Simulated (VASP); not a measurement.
# NaCl: equation of state with PBE

The system is NaCl.

```
CELL_PARAMETERS angstrom
3.50219 0.00000 0.00000
0.00000 3.50219 0.00000
0.00000 0.00000 3.50219
ATOMIC_POSITIONS crystal
Cl 0.50000 0.50000 0.50000
Na 0.00000 0.00000 0.00000
```

Measurements of this composition are mostly on another form, of space group No. 225.

* Program: VASP 6.6.1
* Task: equation of state
* Functional: PBE
* Potentials or basis: VASP PAW PBE potentials, release 64 (Cl, Na_pv)
* Cutoff: 520 eV
* k mesh: 8 × 8 × 8
* Occupations: fermi-dirac, width 0.05 eV
* Spin: no spin polarisation

* Equilibrium volume: 21.57 Å³/atom
* Bulk modulus: 26 GPa
* Pressure derivative of the bulk modulus: 4.7

Energy against volume, from the lowest point:
```tsv
volume (Å³/atom)	energy (meV/atom)
20.189	7.97
20.619	3.61
21.048	1.01
21.478	0.00
21.907	0.39
22.337	2.04
22.766	4.80
```

All runs of the series together: 68 s on 1 thread of Intel(R) Xeon(R) 6975P-C (Granite Rapids) (shared host).
